Wurtzite boron nitride is a hard, covalent crystal in which every boron atom has four nitrogen neighbours and every nitrogen atom four boron neighbours. The same cell was relaxed with five density functionals, which differ in how they treat exchange and correlation among the electrons. In the table, "volume change" is counted against the common start cell, and "relaxed length a" and "relaxed length c" are the cell edges in the hexagonal plane and along the axis.

Wurtzite BN (4-atom cell) computed with VASP 6.6.1, using plane-wave DFT with PAW potentials, no spin polarisation and no dispersion correction. Cell and atomic positions were relaxed with a 600 eV cutoff, a 12 × 12 × 6 k-point mesh and Gaussian smearing of 0.02 eV. Volume changes are relative to the common start cell.

```tsv
functional	potentials	volume change (%)	relaxed length a (Å)	relaxed length c (Å)
LDA	VASP-PAW-LDA-potentials,-recommended	-3.430	2.52460	4.177
PBE	VASP-PAW-PBE-potentials,-recommended	-0.030	2.55440	4.224
PBEsol	VASP-PAW-PBE-potentials,-recommended	-1.490	2.54170	4.204
RPBE	VASP-PAW-PBE-potentials,-recommended	1.540	2.56790	4.245
r2SCAN	VASP-PAW-PBE-potentials,-recommended	-0.910	2.54670	4.212
```

**(a) In what order do the functionals place the volume, and does the crystal change its shape or only its size?**

*Solution.* From smallest to largest, the order is LDA, PBEsol, r2SCAN, PBE, RPBE. The RPBE cell is about 5% larger than the LDA cell.

The growth is nearly the same in all directions. From LDA to RPBE, a lengthens by 1.7% and c by 1.6%, and the ratio c/a stays between 1.653 and 1.655 in all five rows. Every row is also an insulator with a wide gap. As far as the cell edges show, the functionals therefore disagree mainly about one thing, the length at which the B–N bond network comes to rest, and a single cause acting on all bonds alike is the natural place to look.

**(b) Why do LDA, PBEsol and PBE follow in this order, and why does RPBE go further still, although it treats weak density gradients just as PBE does?**

*Solution.* LDA takes the exchange energy at each point from a uniform electron gas of the same density. A gradient-corrected functional multiplies this local exchange energy by an enhancement factor F(s). Here s is the reduced gradient, which measures how fast the density changes over the typical wavelength of the electrons. Exchange energy is negative, so a larger F lowers the total energy.

Now let the crystal expand a little. The density between the atoms thins out, and more of it should take the form of decaying atomic tails, in which s is large. If F rises with s, the gradient correction is expected to lower the energy of the stretched crystal more than that of the compact one, and the equilibrium then moves outwards. What counts for this shift is therefore how steeply F rises with s. LDA has F = 1 everywhere and gains nothing in this way, which fits its short bonds.

PBEsol and PBE share one formula for F, with two constants: μ sets the rise at small s and κ the ceiling at large s. PBEsol has the smaller μ, about 0.12 against 0.22, so its F climbs more gently and its crystal expands less. RPBE keeps both constants of PBE but approaches the ceiling by another curve:

PBE and PBEsol: F = 1 + κ − κ/(1 + μs²/κ), with slope 2μs/(1 + μs²/κ)²

RPBE: F = 1 + κ[1 − exp(−μs²/κ)], with slope 2μs·exp(−μs²/κ)

Take a moderate gradient, s = 1.5, with μ ≈ 0.22 and κ ≈ 0.80. Then μs²/κ ≈ 0.62 and 2μs = 0.66. The slope is 0.66/1.62² ≈ 0.25 for PBE and 0.66 × exp(−0.62) ≈ 0.36 for RPBE, while the same step with μ ≈ 0.12 gives 0.20 for PBEsol. The slopes rise in the order of the three volumes, and no constant was adjusted to the table. This order holds only for weak and moderate gradients: a little above s = 2 the PBE curve, which nears its ceiling sooner, becomes flatter than that of PBEsol. At the weaker gradient s = 0.5, PBE and RPBE are almost alike, as the output below shows.

The step from PBE to RPBE is the cleanest comparison in the table. The potentials, the correlation part and the weak-gradient limit of exchange are all the same, yet the volume grows by about 1.6% of the start cell. How exchange behaves at stronger gradients is thus enough to move the bonds of this crystal. The other steps are less pure: PBEsol also alters the correlation part, while LDA has no gradient term in correlation either and uses its own set of potentials.

The slopes give the order but not the sizes of the steps. At s = 1.5 the slope rises about twice as much from PBE to RPBE as from PBEsol to PBE; at s = 0.5 most of the rise lies between PBEsol and PBE. The two steps in volume are in fact almost equal. A real crystal contains a whole range of gradients, and a prediction of the volume would need to know how much of the density sits at each s and how that changes on stretching. Those data are not available here.

**(c) Where does r2SCAN belong in this picture, and does the tiny volume change of PBE make it the most accurate of the five?**

*Solution.* r2SCAN falls between PBEsol and PBE, somewhat nearer to PBEsol. Like PBEsol and RPBE, it was run with potentials made for PBE, an approximation whose effect is not tested here. It can't be placed on the scale of part (b), because its exchange depends on more than s. It also reads the kinetic-energy density of the orbitals, which tells it whether a region resembles a single bond orbital, a nearly uniform electron gas or the weak overlap of closed shells. Two regions with the same s can therefore receive different enhancement.

This freedom lets r2SCAN respond gently where the density varies slowly and differently inside a covalent bond. In the slowly varying limit its exchange follows the same gradient coefficient as PBEsol, which may be part of the reason why it gives a smaller cell than PBE. That remains a guess, since the table gives only the final cells and not the contributions of separate regions.

The change of −0.03% for PBE is no proof of accuracy. The run labels trace the start cell to entry mp-2653 of the Materials Project, a database whose structures are commonly relaxed with PBE-type calculations. Relaxing this cell with PBE lowered its energy by only 0.04 meV, so PBE has merely found its own answer again. The signs of the other changes have to be read in the same way: they tell whether a functional makes the cell smaller or larger than PBE does, not whether it is wrong.

To rank the functionals against nature, one would need a measured cell and a correction for the zero-point motion of the atoms. In light, stiff solids this motion expands the volume by very roughly 1%, which is comparable with the smaller steps in the table. Experience with many solids offers a first guide: LDA tends to make cells too small, PBE somewhat too large and RPBE larger still, while PBEsol usually comes closer to measured cells. In practice, the cell and the functional should be kept together. If a cell relaxed with LDA is reused in an RPBE calculation, the crystal starts out squeezed by 5% in volume, and in so stiff a material that means a large artificial pressure.

Output of the analysis:

```
step in volume from LDA to PBEsol (% of start volume): 1.94
step in volume from PBEsol to r2SCAN (% of start volume): 0.58
step in volume from r2SCAN to PBE (% of start volume): 0.88
step in volume from PBEsol to PBE (% of start volume): 1.46
step in volume from PBE to RPBE (% of start volume): 1.57
RPBE volume above LDA volume (% of LDA volume): 5.147
shape of the relaxed cell:
     row    c/a
     LDA  1.655
     PBE  1.654
  PBEsol  1.654
    RPBE  1.653
  r2SCAN  1.654
growth of a from LDA to RPBE (%): 1.715
growth of c from LDA to RPBE (%): 1.628
slope of exchange enhancement at s 0.5 for PBEsol: 0.1115
slope of exchange enhancement at s 0.5 for PBE: 0.1926
slope of exchange enhancement at s 0.5 for RPBE: 0.2054
slope of exchange enhancement at s 1.5 for PBEsol: 0.2012
slope of exchange enhancement at s 1.5 for PBE: 0.2519
slope of exchange enhancement at s 1.5 for RPBE: 0.3555
```
